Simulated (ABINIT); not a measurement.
Set up this calculation in ABINIT 10.8.3 (patched build), as the native input.

| Quantity | Value |
| --- | --- |
| Task | single point |
| Functional | PBE |
| Potentials or basis | JTH PAW PBE v2.0 |
| Cutoff | 435 eV |
| k mesh | 7 × 7 × 7 |
| Occupations | fermi-dirac, width 0.05 eV |
| Spin | no spin polarisation |
| Fine-grid cutoff | 870.764 eV |
| Exchange and correlation inside the PAW spheres | full angular mesh (pawxcdev 0, this build's default; the released program takes 1) |

The structure of Rb lies in POSCAR:

```
Rb
1.0
   -2.8025000000      2.8025000000      2.8025000000
    2.8025000000     -2.8025000000      2.8025000000
    2.8025000000      2.8025000000     -2.8025000000
Rb
1
Direct
    0.0000000000      0.0000000000      0.0000000000  Rb
```

One way to write it, as run:

run.abi

```
# Pseudopotentials
pp_dirpath "./"
pseudos "Rb.GGA_PBE-JTH.xml"

# Structure
structure "poscar:POSCAR"
natom 1

# Plane-wave basis
ecut 16.0
pawecutdg 32.0

# k points
kptopt 1
ngkpt 7 7 7
nshiftk 1
shiftk 0.0 0.0 0.0

# Exchange and correlation
ixc 11

# Bands and occupations
nband 9
occopt 3
tsmear 0.00183747

# SCF cycle
nstep 100
tolvrs 1.0e-9

# Output
iomode 3
prtwf 0
prtden 0
prteig 0
prtebands 0
enunit 2
```

Potentials or basis: JTH PAW PBE v2.0.

Launch:

```bash
$ abinit run.abi > log 2>&1
```

Results of the run:

* Pressure: 0.1 GPa
* Band gap on the k mesh: none (metal or under the smearing width)
* Valence electrons inside the program's atomic spheres: Rb 6.86 (radii [1.2241] Å)

Run time: 10 s on 1 thread of Intel(R) Xeon(R) Platinum 8488C (Sapphire Rapids), on a shared host, peak memory 0.11 GiB.
